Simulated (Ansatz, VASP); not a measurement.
# Cross-check of C (bilayer graphene, AB stacked) between VASP and Ansatz, part 2 of 2

Aim: how closely do two programs agree when they are given the same cell, functional and k mesh? Of the first pair: The structure shown is the start of the Ansatz relaxation below; VASP solves that cell, so the two are compared at the walk's first step.

VASP 6.6.1 and Ansatz 0.2.0.

So far: The structure; Ansatz: relaxation, LDA; VASP: single point, LDA, start cell; Comparison; Ansatz: single point, PBE.

### 6. VASP: single point, PBE

Level of this step: PBE; plane waves and PAW (C) (VASP).

The same cell, functional, mesh and smearing now go to VASP, with its own data sets.

INCAR reads:

```
SYSTEM = C
PREC = Accurate
ENCUT = 520
EDIFF = 1E-06
NELM = 120
ISMEAR = -1
SIGMA = 0.05
LREAL = .FALSE.
ALGO = Normal
GGA = PE
NBANDS = 14
LORBIT = 11
LWAVE = .FALSE.
LCHARG = .FALSE.
ISIF = 2
LDIPOL = .TRUE.
IDIPOL = 3
DIPOL = 0.5 0.5 0.5
LVHAR = .TRUE.
LASPH = .TRUE.
GGA_COMPAT = .FALSE.
NELMDL = -8
KPAR = 2
```

POSCAR reads:

```
C
1.0
    2.4610000000      0.0000000000      0.0000000000
   -1.2305000000      2.1312885187      0.0000000000
    0.0000000000      0.0000000000     19.3540000000
C
4
Direct
    0.0000000000      0.0000000000      0.4133512452
    0.6666666667      0.3333333333      0.4133512452
    0.0000000000      0.0000000000      0.5866487548
    0.3333333333      0.6666666667      0.5866487548
```

KPOINTS reads:

```
Automatic mesh
0
Gamma
24 24 1
0 0 0
```

PAW data sets: C (PBE family, release 64).

On the command line:

```bash
$ mpirun -np 2 vasp_std
```

Numbers of over 12 decimals in the logs are rounded to 6 here.

Log:

```text
[banner, memory and clock lines left out]
running    2 mpi-ranks, on    1 nodes
[...]
LDA part: xc-table for (Slater+PW92), standard interpolation
 POSCAR, INCAR and KPOINTS ok, starting setup
[...]
entering main loop
       N       E                     dE             d eps       ncg     rms          rms(c)
DAV:   1     0.107358825134E+03    0.10736E+03   -0.67011E+03  1724   0.913E+02
DAV:   2    -0.276663960547E+02   -0.13503E+03   -0.12038E+03  2678   0.206E+02
DAV:   3    -0.391341629590E+02   -0.11468E+02   -0.11345E+02  2194   0.666E+01
DAV:   4    -0.393635687174E+02   -0.22941E+00   -0.22886E+00  2288   0.118E+01
[...]
DAV:  21    -0.368732071375E+02   -0.18414E-05   -0.31183E-08  1784   0.129E-03    0.143E-03
DAV:  22    -0.368732117609E+02   -0.46234E-05   -0.94005E-08  1370   0.162E-03    0.222E-04
DAV:  23    -0.368732118836E+02   -0.12266E-06   -0.65346E-09  1742   0.527E-04
   1 F= -.36873212E+02 E0= -.36872967E+02  d E =-.489633E-03
```

From OUTCAR (step 6):

```text
  Total        0.7245213      0.7245213      0.3649574      0.0000000      0.0000000      0.0000000
  in kB       11.4350260     11.4350260      5.7600758      0.0000000      0.0000000      0.0000000
  external PRESSURE =       9.5433759 kB  Pullay stress =       0.0000000 kB

 POSITION                                       TOTAL-FORCE (eV/Angst)
 -----------------------------------------------------------------------------------
      0.00000      0.00000      8.00000        -0.000000      0.000000     -0.049750
      1.23050      0.71043      8.00000         0.000000     -0.000000     -0.065454
      0.00000      0.00000     11.35400        -0.000000     -0.000000      0.049750
     -0.00000      1.42086     11.35400         0.000000      0.000000      0.065454
 -----------------------------------------------------------------------------------
    total drift:                               -0.000000      0.000000      0.000000

  FREE ENERGIE OF THE ION-ELECTRON SYSTEM (eV)
  ---------------------------------------------------
  free  energy   TOTEN  =       -36.8732118836 eV

  energy  without entropy=      -36.8727222502  energy(sigma->0) =      -36.87296707

[... 2 parts as in an earlier step ...]

[... 1 further part left out ...]
[key lines of the parts left out:]
E-fermi :  -1.1482
```

### 7. Comparison

The two programs side by side:

| quantity | Ansatz | VASP | difference |
| --- | --- | --- | --- |
| work function, lower of the two faces (eV) | 4.26 | 4.26 | 0.00 |
| work function, higher of the two faces (eV) | 4.26 | 4.26 | 0.00 |

With vacuum in the cell, a pressure given here is an average over mostly empty space and none of the material.

### 8. Ansatz: relaxation, PBE with D3(BJ)

The two programs are compared at the cell with which this relaxation starts, whose forces are those of its first step.

The structure compared here is the start of the Ansatz relaxation; VASP solves that cell, so the two are compared at the walk's first step.

input.yaml reads:

```yaml
crystal:
  lattice:
    - [2.461, 0.0, 0.0]
    - [-1.2305, 2.1312885187, 0.0]
    - [0.0, 0.0, 19.354]
  atoms:
    - { symbol: C, position: [0.0, 0.0, 0.4133512452] }
    - { symbol: C, position: [0.6666666667, 0.3333333333, 0.4133512452] }
    - { symbol: C, position: [0.0, 0.0, 0.5866487548] }
    - { symbol: C, position: [0.3333333333, 0.6666666667, 0.5866487548] }
hamiltonian:
  xc: pbe
  dispersion: d3bj
kpoints:
  mp_grid: { grid: [24, 24, 1] }
scf:
  occupations: { method: fermi_dirac, width: 0.05 }
  convergence: { dr2_threshold: 1.0e-09 }
efield:
  axis: 3
  dipole_correction: true
relax:
  f_tol: 0.015
  max_steps: 50
  constraints: [{ sites: [0] }]
output:
  write_potential: true
  write_density: true
  volumetric_format: npy
  elf: true
```

On the command line:

```bash
$ ansatz run input.yaml --threads 2 --pin off --max-ram 4096MiB --backend cpu --events-out ev --progress --plain --runs-dir out
```

Log:

```text
[...]
Crystal: 4 atoms, lattice volume = 101.514 Å³
Basis set: ecut = 420 eV, 1919 PW (Γ), exchange–correlation on 36×36×270 points (8 copies of the dense FFT grid, shifted against one another)
Bands: 12, of which v1, the nominal top of the filled ones, is band 8 counted from 1 (7 counted from 0)
Symmetry: 6 space group operations
[...]
--- Relaxed structure (3 steps of the walk, 3 accepted, 0 SCFs on fresh bases) ---
  F+E_penalty+E_count = -1004.22198031 eV   max|allowed force component| = 9.897e-4 eV/Å
  atoms:
    - { symbol: C, position: [0.0, 0.0, 0.413351] }
    - { symbol: C, position: [0.666667, 0.333333, 0.413335] }
    - { symbol: C, position: [1.643399539860062e-18, 0, 0.589472] }
    - { symbol: C, position: [0.333333, 0.666667, 0.589493] }
[key lines of the parts left out:]
SCF converged after 9 iterations
Free energy (F): -1004.221980 eV
Fermi energy:    -0.342185 eV
Dipole field:    D = 0.000004 V/Å  (p = 0.000002 e·Å, saw-weighted, corrected)
Work function:   Φ+ = 4.2586 eV   Φ− = 4.2588 eV
```

### 9. VASP: single point, PBE with D3(BJ), start cell

The same cell, functional, mesh and smearing now go to VASP, with its own data sets.

INCAR: that of step 6 with these lines changed.

```diff
@@ -10,2 +10,3 @@
 GGA = PE
+IVDW = 12
 NBANDS = 14
```

POSCAR is that of step 6.

KPOINTS is that of step 6.

On the command line:

```bash
$ mpirun -np 2 vasp_std
```

Log:

```text
[... set-up lines as in an earlier step ...]
 entering main loop
       N       E                     dE             d eps       ncg     rms          rms(c)
[... 23 cycles as in an earlier step ...]
   1 F= -.37352882E+02 E0= -.37352637E+02  d E =-.489633E-03
```

From OUTCAR (step 9):

```text
 Edisp (eV)   -0.47967

  Total       0.65245     0.65245     0.03279     0.00000     0.00000     0.00000
  in kB      10.29757    10.29757     0.51758     0.00000     0.00000     0.00000
  external pressure =        7.04 kB  Pullay stress =        0.00 kB

 POSITION                                       TOTAL-FORCE (eV/Angst)
 -----------------------------------------------------------------------------------
      0.00000      0.00000      8.00000         0.000000     -0.000000     -0.000756
      1.23050      0.71043      8.00000        -0.000000      0.000000     -0.016172
      0.00000      0.00000     11.35400        -0.000000      0.000000      0.000756
     -0.00000      1.42086     11.35400         0.000000      0.000000      0.016172
 -----------------------------------------------------------------------------------
    total drift:                               -0.000000      0.000000      0.000000

  FREE ENERGIE OF THE ION-ELECTRON SYSTEM (eV)
  ---------------------------------------------------
  free  energy   TOTEN  =       -37.3528820399 eV

  energy  without entropy=      -37.3523924065  energy(sigma->0) =      -37.35263722

[... 2 parts as in an earlier step ...]

[... 1 further part left out ...]
[key lines of the parts left out:]
E-fermi :  -1.1482
```

Dispersion corrections of this kind ignore metallic screening and tend to overbind metals.

### 10. Differences

With vacuum in the cell, a pressure given here is an average over mostly empty space and none of the material.

### 11. What came out

| Property | Result |
| --- | --- |
| r.m.s. force difference (single point, LDA, start cell) | 0.24 meV/Å |
| difference in work function, higher of the two faces (single point, PBE) | 1.4e-4 eV |
| r.m.s. force difference (single point, PBE with D3(BJ), start cell) | 0.14 meV/Å |

What this shows: The r.m.s. force difference is 0.24 meV/Å (single point, LDA, start cell), within the 12 meV/Å picked in this series as the mark of a large difference. 7 further runs of this series are not shown here. Such differences can come from data sets, numerical settings and the points named under the comparisons, not from the functional's error against experiment.

[Lines on the potential files, build, host, timing and source positions are cut from VASP's logs without a mark.]

[Logs are printed without paths, hosts, clocks, repeated set-up lines and the standing remarks that a program may print on its own settings, such as how far it seeks lower states.]

[Hosts, paths, dates, database ids (printed as entryN), source tags and the programs' standing remarks are cut or masked in the printed files.]
